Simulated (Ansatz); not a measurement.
A plane-wave DFT run in Ansatz 0.2.0 (scalar-relativistic PAW potentials unless the input names others): input and command.

```yaml
crystal:
  lattice:
    - [1.4262638026, 0.8234537904, 5.7564584747]
    - [-1.4262638026, 0.8234537904, 5.7564584747]
    - [0.0, -1.6469075808, 5.7564584747]
  atoms:
    - { symbol: Co, position: [0.5, 0.5, 0.5] }
    - { symbol: Pd, position: [0.0, 0.0, 0.0] }
    - { symbol: O, position: [0.8756553546, 0.8756553546, 0.8756553546] }
    - { symbol: O, position: [0.1243446454, 0.1243446454, 0.1243446454] }
basis:
  ecutwfc: 420
kpoints:
  mp_grid: { grid: [18, 18, 18] }
hamiltonian:
  xc: lda
scf:
  occupations: { method: gaussian, width: 0.1 }
  mixing: { algorithm: broyden, beta: 0.5, ndim: 8 }
output:
  forces: true
  eigenvalues: true
  stress: true
```

```bash
ansatz run input.yaml --threads 1 --pin off --max-ram 2560MiB --backend cpu --events-out ev --progress --plain --runs-dir out
```

Abridged log:
```
Basis set: ecut = 420 eV, 805 PW (Γ), FFT grids on a1−a3, a2−a3, a3
Bands: 29, of which v1, the nominal top of the filled ones, is band 24 counted from 1 (23 counted from 0)
Symmetry: 12 space group operations
k-points: 580 of 5832
SCF iter   1: F=—  HF=-13015.658020 eV  |F-HF|=—  |Δ(HF+E_count)|=         —  Δρ=2.46e-2  dr2=2.09e-1  ethr=1.77e-3  ⟨swp⟩=5.8  Hψ=66581  notcnv=0
SCF iter   2: F=—  HF=-13015.612370 eV  |F-HF|=—  |Δ(HF+E_count)|=   4.57e-2  Δρ=6.00e-3  dr2=7.38e-3  ethr=4.44e-4  ⟨swp⟩=2.2  Hψ=30923  notcnv=0  defer=576  κ⁻¹=1.0e0(r=1)
SCF iter   3: F=—  HF=-13015.610378 eV  |F-HF|=—  |Δ(HF+E_count)|=   1.99e-3  Δρ=2.56e-3  dr2=7.60e-4  ethr=1.57e-5  ⟨swp⟩=2.5  Hψ=27904  notcnv=0  defer=576  κ⁻¹=3.8e-2(r=2)
SCF iter   4: F=—  HF=-13015.610199 eV  |F-HF|=—  |Δ(HF+E_count)|=   1.79e-4  Δρ=1.17e-3  dr2=2.20e-4  ethr=1.62e-6  ⟨swp⟩=2.6  Hψ=27125  notcnv=0  defer=576  κ⁻¹=1.5e-3(r=3)
SCF iter   5: F=—  HF=-13015.610189 eV  |F-HF|=—  |Δ(HF+E_count)|=   1.04e-5  Δρ=7.93e-4  dr2=1.75e-4  ethr=4.69e-7  ⟨swp⟩=1.0  Hψ=16244  notcnv=0  defer=576  κ⁻¹=7.6e-5(r=4)
SCF iter   6: F=—  HF=-13015.610180 eV  |F-HF|=—  |Δ(HF+E_count)|=   8.71e-6  Δρ=3.21e-4  dr2=2.99e-5  ethr=3.73e-7  ⟨swp⟩=1.0  Hψ=16254  notcnv=0  defer=576  κ⁻¹=3.6e-5(r=5)
SCF iter   7: F=—  HF=-13015.610186 eV  |F-HF|=—  |Δ(HF+E_count)|=   6.15e-6  Δρ=6.47e-5  dr2=1.86e-6  ethr=6.36e-8  ⟨swp⟩=1.9  Hψ=17012  notcnv=0  defer=576  κ⁻¹=2.9e-6(r=6)
SCF iter   8: F=-13015.610186 eV  HF=-13015.610186 eV  |F-HF|=6.98e-9  |Δ(HF+E_count)|=   1.03e-7  Δρ=1.49e-5  dr2=2.32e-8  ethr=2.13e-10  ⟨swp⟩=7.9  Hψ=72178  notcnv=0
SCF 1 converged in 8 iterations: F = -13015.610186 eV  dr2 = 2.32e-8
SCF converged after 8 iterations
Stability not checked: this state was not tested for a lower state beside it, because the mixer in use, unlike msr1, does not test its closes by its own steps (another_mixer; see scf.mixing.algorithm and scf.lower_state_search)
Free energy (F): -13015.610186 eV
Harris-Foulkes:  -13015.610186 eV  (|F-HF|=6.98e-9)
Internal energy: -13015.602865 eV  (E = F + TS)
E sigma→0 (E₀):  -13015.606525 eV
Entropy (-TS):   -0.007321 eV (-1.830 meV/atom)
Fermi energy:    14.834853 eV
--- Forces (eV/Å), atoms counted from 1 ---
  atom   1  Co     0.00000000     0.00000000     0.00000000
  atom   2  Pd     0.00000000     0.00000000     0.00000000
  atom   3  O      0.00000000     0.00000000     4.85840308
  atom   4  O      0.00000000     0.00000000    -4.85840308
--- Stress (GPa, compression-positive) ---
       10.924570       0.000000       0.000000
        0.000000      10.924570       0.000000
        0.000000       0.000000      -1.994858
  P = ⅓ Tr σ = 6.6181 GPa (66.181 kbar)
```

Apart from outputs and empty bands, the input differs from a reference run on usual settings in scf.mixing.algorithm: not typed → "broyden"; scf.mixing.beta: not typed → 0.5; scf.mixing.ndim: not typed → 8. The reference, at the same geometry (not necessarily relaxed), gave pressure 6.62 GPa, largest force 4.858 eV/Å, no gap on the mesh. This run converged in 8 SCF iterations (reference: 9) with an energy at zero smearing within 0.01 meV/atom of the reference's, pressure 6.62 GPa, largest force 4.858 eV/Å, no gap on the mesh.

It took 30 s on 1 thread of Arm Neoverse V2 (shared host), peak memory 0.71 GiB.